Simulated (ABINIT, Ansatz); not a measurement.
# CdS (Hawleyite): changed settings of a GW run in ABINIT

Aim: change inputs of a GW run on CdS (Hawleyite) and see what moves.

Calculated with ABINIT 10.8.3; PBE and many-body steps on it, plane waves.

### 1. Set-up

The structure is cubic, space group F-43m (No. 216). The conventional cell has a = 5.833 Å, b = 5.833 Å, c = 5.833 Å, α = 90.00°, β = 90.00°, γ = 90.00°. Cd has 4 S at 2.53 Å nearest. Nearest to S lie 4 Cd at 2.53 Å. Farther neighbours and most contacts between anions are not listed.

The cell and positions come from the Crystallography Open Database and are kept as given unless a step says otherwise.

### 2. Screening, 4×4×4 mesh, 58 bands, screening to 114.3 eV

This step: ABINIT 10.8.3; RPA screening on PBE, plane waves, norm-conserving pseudopotentials.

The RPA dielectric matrix is built and inverted for each q.

Input file run.abi:

```
acell 3*1.0 Angstrom
rprim 
  -0.000000000000 2.916500000000 2.916500000000
  2.916500000000 -0.000000000000 2.916500000000
  2.916500000000 2.916500000000 -0.000000000000
ntypat 2
znucl 48 16
natom 2
typat 1 2
xred 
  0.000000000000 0.000000000000 0.000000000000
  0.250000000000 0.250000000000 0.250000000000
pp_dirpath "pseudos"
pseudos "Cd.upf, S.upf"
ecut 47
ngkpt 4 4 4
nshiftk 1
shiftk 0 0 0
kptopt 1
chksymbreak 0
istwfk *1
occopt 1
irdwfk 1
optdriver 3
nband 58
ecuteps 4.2
inclvkb 2
awtr 1
symchi 1
indata_prefix "in"
outdata_prefix "out"
tmpdata_prefix "tmp"
```

On the command line:

```bash
$ OMP_NUM_THREADS=1 mpirun -n 4 abinit run.abi > log
```

The log of the run:

```text
.Version 10.8.3 of ABINIT. v10.8.2 released Aug 2026.

 Symmetries : space group F-4 3 m (#216); Bravais cF (face-center cubic)
[... echo of the input left out ...]
== DATASET  1 ==================================================================
-   mpi_nproc: 4, omp_nthreads: 1 (-1 if OMP is not activated)

--- !DatasetInfo
iteration_state: {dtset: 1, }
dimensions: {natom: 2, nkpt: 8, mband: 58, nsppol: 1, nspinor: 1, nspden: 1, mpw: 5180, }
cutoff_energies: {ecut:  47.0, pawecutdg:  -1.0, }
electrons: {nelect:   2.60000000E+01, charge:   0.00000000E+00, occopt:   1.00000000E+00, tsmear:   1.00000000E-02, }

 SCREENING: Calculation of the susceptibility and dielectric matrices

 Based on a program developped by R.W. Godby, V. Olevano, G. Onida, and L. Reining.
 Incorporated in ABINIT by V. Olevano, G.-M. Rignanese, and M. Torrent.
.Using double precision arithmetic ; gwpc =  8

[... cell and pseudopotentials left out ...]
--------------------------------------------------------------------------------

 ==== K-mesh for the wavefunctions ====
 Number of points in the irreducible wedge :     8
[... list of points left out ...]
 Together with 24 symmetry operations and time-reversal symmetry
 yields    64 points in the full Brillouin Zone.

 ==== Q-mesh for the screening function ====
 Number of points in the irreducible wedge :     8
[... list of points left out ...]
 Together with 24 symmetry operations and time-reversal symmetry
 yields    64 points in the full Brillouin Zone.

 setmesh: FFT mesh size selected  =    32x   32x   32
          total number of points  =        32768

 vcoul_init : cutoff-mode = AUXILIARY_FUNCTION
 q-points for optical limit:   1
     1)      0.000010    0.000020    0.000030

- screening: taking advantage of time-reversal symmetry
- Maximum band index for partially occupied states nbvw = 13
- Remaining bands to be divided among processors   nbcw = 45
- Number of bands treated by each node ~11

 Number of electrons calculated from density =   26.0000; Expected =   26.0000
 average of density, n =  0.077653
 r_s =    1.4541
 omega_plasma =   26.8804 [eV]

 calculating chi0 at frequencies [eV] :
  1    0.000000E+00    0.000000E+00
  2    0.000000E+00    2.688042E+01

--------------------------------------------------------------------------------
  q-point number  1        q = ( 0.000000, 0.000000, 0.000000) [r.l.u.]
--------------------------------------------------------------------------------
[... chi0 elements left out ...]
 For q-point:  0.000010 0.000020 0.000030
  dielectric constant =  11.0517
  dielectric constant without local fields =  11.7482

  Average fulfillment of the sum rule on Im[epsilon] for q-point    1 :     42.27  [%]
[... wings left out ...]
  q-point number  2        q = ( 0.250000, 0.000000, 0.000000) [r.l.u.]
--------------------------------------------------------------------------------
[... chi0 elements left out ...]
  Average fulfillment of the sum rule on Im[epsilon] for q-point    2 :     57.21  [%]

 [... 6 further q-points ...]
```

It took 15 s on 4 MPI ranks of Intel Xeon Platinum 8488C (Sapphire Rapids), shared host; peak memory 0.85 GiB; 60 s of CPU time.

This step gave:

```yaml
eps_infinity_with_local_fields_on_this_mesh_along_the_program_s_q_direction: 11.05
the_same_without_local_fields: 11.75
plasma_frequency: 26.88 eV
plane_waves_in_the_screening_matrix: 137
```

Local fields lower ε∞ by 6 %. On a Γ-centred mesh this coarse the value itself is usually too large, while a short band sum pulls it down.

### 3. Base

The self-energy is evaluated for the states that the input lists, and the levels follow from it, in one-shot runs by the linearised quasiparticle equation.

This step: G0W0 on PBE, plane waves, norm-conserving pseudopotentials.

Changes to run.abi since step 2:

```diff
@@ -23,8 +23,15 @@
 irdwfk 1
-optdriver 3
+optdriver 4
 nband 58
+gwcalctyp 0
+ecutsigx 47
+symsigma 1
+nkptgw 1
+kptgw 
+  0.0000000000 0.0000000000 0.0000000000
+bdgw 
+  11 17
 ecuteps 4.2
-inclvkb 2
-awtr 1
-symchi 1
+irdscr 1
+ppmodel 1
 indata_prefix "in"
```

The log of the run:

```text
.Version 10.8.3 of ABINIT. v10.8.2 released Aug 2026.

 Symmetries : space group F-4 3 m (#216); Bravais cF (face-center cubic)
[... echo of the input left out ...]
== DATASET  1 ==================================================================
-   mpi_nproc: 4, omp_nthreads: 1 (-1 if OMP is not activated)

--- !DatasetInfo
iteration_state: {dtset: 1, }
dimensions: {natom: 2, nkpt: 8, mband: 58, nsppol: 1, nspinor: 1, nspden: 1, mpw: 5180, }
cutoff_energies: {ecut:  47.0, pawecutdg:  -1.0, }
electrons: {nelect:   2.60000000E+01, charge:   0.00000000E+00, occopt:   1.00000000E+00, tsmear:   1.00000000E-02, }

 SIGMA: Calculation of the GW corrections

 Based on a program developped by R.W. Godby, V. Olevano, G. Onida, and L. Reining.
 Incorporated in ABINIT by V. Olevano, G.-M. Rignanese, and M. Torrent.
.Using double precision arithmetic ; gwpc =  8

[... cell and pseudopotentials left out ...]
--------------------------------------------------------------------------------

 ==== K-mesh for the wavefunctions ====
 Number of points in the irreducible wedge :     8
[... list of points left out ...]
 Together with 24 symmetry operations and time-reversal symmetry
 yields    64 points in the full Brillouin Zone.

 ==== Q-mesh for screening function ====
 Number of points in the irreducible wedge :     8
[... list of points left out ...]
 Together with 24 symmetry operations and time-reversal symmetry
 yields    64 points in the full Brillouin Zone.

 vcoul_init : cutoff-mode = AUXILIARY_FUNCTION
 q-points for optical limit:   1
     1)      0.000010    0.000020    0.000030
 setmesh: FFT mesh size selected  =    50x   50x   50
          total number of points  =       125000

 Number of electrons calculated from density =   26.0000; Expected =   26.0000
 average of density, n =  0.077653
 r_s =    1.4541
 omega_plasma =   26.8804 [eV]

 === KS Band Gaps ===
  >>>> For spin  1
   Minimum direct gap =   1.1447 [eV], located at k-point      :   0.0000  0.0000  0.0000
   Fundamental gap    =   1.1447 [eV], Top of valence bands at :   0.0000  0.0000  0.0000
                                       Bottom of conduction at :   0.0000  0.0000  0.0000
 SIGMA fundamental parameters:
 PLASMON POLE MODEL  1
 number of plane-waves for SigmaX                 5065
 number of plane-waves for SigmaC and W            137
 number of plane-waves for wavefunctions          5065
 number of bands                                    58
 number of independent spin polarizations            1
 number of spinorial components                      1
 number of k-points in IBZ                           8
 number of q-points in IBZ                           8
 number of symmetry operations                      24
 number of k-points in BZ                           64
 number of q-points in BZ                           64
 number of frequencies for dSigma/dE                 9
 frequency step for dSigma/dE [eV]                0.25
 number of omega for Sigma on real axis              0
 max omega for Sigma on real axis  [eV]           0.00
 zcut for avoiding poles [eV]                     0.10

 EPSILON^-1 parameters (SCR file):
 dimension of the eps^-1 matrix on file            137
 dimension of the eps^-1 matrix used               137
 number of plane-waves for wavefunctions          5065
 number of bands                                    58
 number of q-points in IBZ                           8
 number of frequencies                               2
 number of real frequencies                          1
 number of imag frequencies                          1

 matrix elements of self-energy operator (all in [eV])

 Perturbative Calculation

--- !SelfEnergy_ee
iteration_state: {dtset: 1, }
kpoint     : [   0.000,    0.000,    0.000, ]
spin       : 1
KS_gap     :    1.145
QP_gap     :    2.035
Delta_QP_KS:    0.890
data: !SigmaeeData |
     Band     E0 <VxcDFT>   SigX SigC(E0)      Z dSigC/dE  Sig(E)    E-E0       E
       11   4.366 -15.389 -18.420   2.464   0.783  -0.278 -15.833  -0.444   3.922
       12   4.366 -15.389 -18.420   2.464   0.783  -0.278 -15.833  -0.444   3.922
       13   4.366 -15.389 -18.420   2.464   0.783  -0.278 -15.833  -0.444   3.922
       14   5.511 -10.636  -6.668  -3.419   0.814  -0.229 -10.190   0.446   5.957
       15  10.897 -10.642  -5.801  -3.971   0.813  -0.230  -9.936   0.707  11.604
       16  10.897 -10.642  -5.801  -3.971   0.813  -0.230  -9.936   0.707  11.604
       17  10.897 -10.642  -5.801  -3.971   0.813  -0.230  -9.936   0.707  11.604

== END DATASET(S) ==============================================================
================================================================================

 -outvars: echo values of variables after computation  --------
           etotal      0.0000000000E+00
            nband          58
             nkpt           8
          spgroup         216
 [... the other variables as echoed above ...]

 Calculation completed.
```

The job ended after 3.8 s (4 MPI ranks; peak memory 0.68 GiB).

This step gave:

```
G0W0 gap on the points computed              : 2.035 eV
starting gap on the mesh                     : 1.145 eV
k of the valence top                         : 0, 0, 0
k of the conduction bottom                   : 0, 0, 0
Z at the valence top                         : 0.783
Z at the conduction bottom                   : 0.814
least direct G0W0 gap on the computed points : 2.035 eV
```

The gap on the mesh goes from 1.14 eV to 2.03 eV, a correction of +0.89 eV.

### 4. Exchange cutoff

Changes to run.abi since step 3:

```diff
@@ -26,3 +26,3 @@
 gwcalctyp 0
-ecutsigx 47
+ecutsigx 94
 symsigma 1
```

The log of the run:

```text
.Version 10.8.3 of ABINIT. v10.8.2 released Aug 2026.

 Symmetries : space group F-4 3 m (#216); Bravais cF (face-center cubic)
[... echo of the input left out ...]
== DATASET  1 ==================================================================
-   mpi_nproc: 4, omp_nthreads: 1 (-1 if OMP is not activated)

--- !DatasetInfo
iteration_state: {dtset: 1, }
dimensions: {natom: 2, nkpt: 8, mband: 58, nsppol: 1, nspinor: 1, nspden: 1, mpw: 5180, }
cutoff_energies: {ecut:  47.0, pawecutdg:  -1.0, }
electrons: {nelect:   2.60000000E+01, charge:   0.00000000E+00, occopt:   1.00000000E+00, tsmear:   1.00000000E-02, }

 SIGMA: Calculation of the GW corrections

 Based on a program developped by R.W. Godby, V. Olevano, G. Onida, and L. Reining.
 Incorporated in ABINIT by V. Olevano, G.-M. Rignanese, and M. Torrent.
.Using double precision arithmetic ; gwpc =  8

[... cell and pseudopotentials left out ...]
--------------------------------------------------------------------------------

 ==== K-mesh for the wavefunctions ====
 Number of points in the irreducible wedge :     8
[... list of points left out ...]
 Together with 24 symmetry operations and time-reversal symmetry
 yields    64 points in the full Brillouin Zone.

 ==== Q-mesh for screening function ====
 Number of points in the irreducible wedge :     8
[... list of points left out ...]
 Together with 24 symmetry operations and time-reversal symmetry
 yields    64 points in the full Brillouin Zone.

 vcoul_init : cutoff-mode = AUXILIARY_FUNCTION
 q-points for optical limit:   1
     1)      0.000010    0.000020    0.000030
 setmesh: FFT mesh size selected  =    60x   60x   60
          total number of points  =       216000

 Number of electrons calculated from density =   26.0000; Expected =   26.0000
[...]
number of q-points in BZ                           64
 number of frequencies for dSigma/dE                 9
 frequency step for dSigma/dE [eV]                0.25
 number of omega for Sigma on real axis              0
 max omega for Sigma on real axis  [eV]           0.00
 zcut for avoiding poles [eV]                     0.10

 EPSILON^-1 parameters (SCR file):
 dimension of the eps^-1 matrix on file            137
 dimension of the eps^-1 matrix used               137
 number of plane-waves for wavefunctions          5065
 number of bands                                    58
 number of q-points in IBZ                           8
 number of frequencies                               2
 number of real frequencies                          1
 number of imag frequencies                          1

 matrix elements of self-energy operator (all in [eV])

 Perturbative Calculation

--- !SelfEnergy_ee
iteration_state: {dtset: 1, }
kpoint     : [   0.000,    0.000,    0.000, ]
spin       : 1
KS_gap     :    1.145
QP_gap     :    2.035
Delta_QP_KS:    0.891
data: !SigmaeeData |
     Band     E0 <VxcDFT>   SigX SigC(E0)      Z dSigC/dE  Sig(E)    E-E0       E
       11   4.366 -15.389 -18.421   2.464   0.783  -0.278 -15.834  -0.445   3.921
       12   4.366 -15.389 -18.421   2.464   0.783  -0.278 -15.834  -0.445   3.921
       13   4.366 -15.389 -18.421   2.464   0.783  -0.278 -15.834  -0.445   3.921
       14   5.511 -10.636  -6.669  -3.419   0.814  -0.229 -10.190   0.446   5.957
       15  10.897 -10.642  -5.802  -3.971   0.813  -0.230  -9.936   0.707  11.604
       16  10.897 -10.642  -5.802  -3.971   0.813  -0.230  -9.936   0.707  11.604
       17  10.897 -10.642  -5.802  -3.971   0.813  -0.230  -9.936   0.707  11.604

== END DATASET(S) ==============================================================
================================================================================

 -outvars: echo values of variables after computation  --------
           etotal      0.0000000000E+00
            nband          58
             nkpt           8
          spgroup         216
 [... the other variables as echoed above ...]

 Calculation completed.
```

Run time: 4.4 s. Hardware: 4 MPI ranks; peak memory 1.2 GiB; 17 s of CPU time.

This step gave:

```yaml
g0w0_gap_on_the_points_computed: 2.036 eV
starting_gap_on_the_mesh: 1.145 eV
k_of_the_valence_top: 0, 0, 0
k_of_the_conduction_bottom: 0, 0, 0
z_at_the_valence_top: 0.783
z_at_the_conduction_bottom: 0.814
least_direct_g0w0_gap_on_the_computed_points: 2.036 eV
```

### 5. Exchange cutoff of one hartree

Changes to run.abi since step 4:

```diff
@@ -26,3 +26,3 @@
 gwcalctyp 0
-ecutsigx 94
+ecutsigx 1
 symsigma 1
```

The log of the run:

```text
.Version 10.8.3 of ABINIT. v10.8.2 released Aug 2026.

 Symmetries : space group F-4 3 m (#216); Bravais cF (face-center cubic)
[... echo of the input left out ...]
== DATASET  1 ==================================================================
-   mpi_nproc: 4, omp_nthreads: 1 (-1 if OMP is not activated)

--- !DatasetInfo
iteration_state: {dtset: 1, }
dimensions: {natom: 2, nkpt: 8, mband: 58, nsppol: 1, nspinor: 1, nspden: 1, mpw: 5180, }
cutoff_energies: {ecut:  47.0, pawecutdg:  -1.0, }
electrons: {nelect:   2.60000000E+01, charge:   0.00000000E+00, occopt:   1.00000000E+00, tsmear:   1.00000000E-02, }

 SIGMA: Calculation of the GW corrections

 Based on a program developped by R.W. Godby, V. Olevano, G. Onida, and L. Reining.
 Incorporated in ABINIT by V. Olevano, G.-M. Rignanese, and M. Torrent.
.Using double precision arithmetic ; gwpc =  8

[... cell and pseudopotentials left out ...]
--------------------------------------------------------------------------------

 ==== K-mesh for the wavefunctions ====
 Number of points in the irreducible wedge :     8
[... list of points left out ...]
 Together with 24 symmetry operations and time-reversal symmetry
 yields    64 points in the full Brillouin Zone.

 ==== Q-mesh for screening function ====
 Number of points in the irreducible wedge :     8
[... list of points left out ...]
 Together with 24 symmetry operations and time-reversal symmetry
 yields    64 points in the full Brillouin Zone.

 vcoul_init : cutoff-mode = AUXILIARY_FUNCTION
 q-points for optical limit:   1
     1)      0.000010    0.000020    0.000030
 setmesh: FFT mesh size selected  =    27x   27x   27
          total number of points  =        19683

 Number of electrons calculated from density =   26.0000; Expected =   26.0000
[...]
number of q-points in BZ                           64
 number of frequencies for dSigma/dE                 9
 frequency step for dSigma/dE [eV]                0.25
 number of omega for Sigma on real axis              0
 max omega for Sigma on real axis  [eV]           0.00
 zcut for avoiding poles [eV]                     0.10

 EPSILON^-1 parameters (SCR file):
 dimension of the eps^-1 matrix on file            137
 dimension of the eps^-1 matrix used                15
 number of plane-waves for wavefunctions          5065
 number of bands                                    58
 number of q-points in IBZ                           8
 number of frequencies                               2
 number of real frequencies                          1
 number of imag frequencies                          1

 matrix elements of self-energy operator (all in [eV])

 Perturbative Calculation

--- !SelfEnergy_ee
iteration_state: {dtset: 1, }
kpoint     : [   0.000,    0.000,    0.000, ]
spin       : 1
KS_gap     :    1.145
QP_gap     :    0.169
Delta_QP_KS:   -0.975
data: !SigmaeeData |
     Band     E0 <VxcDFT>   SigX SigC(E0)      Z dSigC/dE  Sig(E)    E-E0       E
       11   4.366 -15.389 -13.469   2.646   0.808  -0.237 -11.698   3.691   8.057
       12   4.366 -15.389 -13.469   2.646   0.808  -0.237 -11.698   3.691   8.057
       13   4.366 -15.389 -13.469   2.646   0.808  -0.237 -11.698   3.691   8.057
       14   5.511 -10.636  -3.985  -3.365   0.826  -0.210  -7.921   2.715   8.226
       15  10.897 -10.642  -3.622  -3.771   0.822  -0.217  -7.973   2.670  13.567
       16  10.897 -10.642  -3.622  -3.771   0.822  -0.217  -7.973   2.670  13.567
       17  10.897 -10.642  -3.622  -3.771   0.822  -0.217  -7.973   2.670  13.567

== END DATASET(S) ==============================================================
================================================================================

 -outvars: echo values of variables after computation  --------
           etotal      0.0000000000E+00
            nband          58
             nkpt           8
          spgroup         216
 [... the other variables as echoed above ...]

 Calculation completed.
```

Elapsed: 2.5 s, on 4 MPI ranks; peak memory 0.17 GiB.

The run ended normally, though the input holds a fault or crude settings.

The fault put into this input: exchange cutoff of one hartree. It printed a gap of 0.17 eV, an artefact of the input.

### 6. The runs together

Times are wall times on 4 MPI ranks of Intel Xeon Platinum 8488C (Sapphire Rapids), shared host, good to a factor of about two. A run's time includes the screening step that it read.

```csv
run,mesh,bands,screening cutoff (eV),DFT gap (eV),gap on the mesh (eV),direct (eV),ε∞ used,time
base,4×4×4,58,114.3,1.145,2.035,2.035,11.05,19 s
exchange cutoff,4×4×4,58,114.3,1.145,2.036,2.036,11.05,20 s
```

### 7. What came out

| Quantity | Value |
| --- | --- |
| base | 2.035 eV |
| exchange cutoff | 2.036 eV |
| known limits | not at the basis limit; no spin-orbit coupling; coarse k mesh |

Exchange cutoff: +0.001 eV against base (keys changed: ecutsigx). Bands and cutoff are finite, so the gap is not at the basis limit. The miss can reach some tenths of an eV and take either sign; the mesh is an error of its own. In the G0W0 runs levels were corrected at 1 k point alone, so a gap called «on the mesh» is the least over those, and an edge elsewhere would be missed. The 4×4×4 mesh is coarse for this cell, which bears on the long-range parts of exchange and screening. The many-body steps are scalar-relativistic: spin-orbit coupling is not in them.

[Paths, hosts, dates, memory and timing lines, banners, echoed tables and standing remarks are left out of the program output.]

[Logs are printed without paths, hosts, clocks, repeated set-up lines and the standing remarks that a program may print on its own settings, such as how far it seeks lower states.]

[Runs of the session that timed out or met a known fault of the program may be left out.]

[Hosts, paths, dates, database ids (printed as entryN), source tags and the programs' standing remarks are cut or masked in the printed files.]

[G0W0 gaps are taken among the corrected bands and points alone; a level outside them can change the order at an edge.]

[Where Ansatz stands beside ABINIT at settings called matched, ABINIT's density can come from a denser mesh and the files from another edition; pairs whose starting gaps differed by over 0.03 eV were left out, so agreement reads better than it is.]
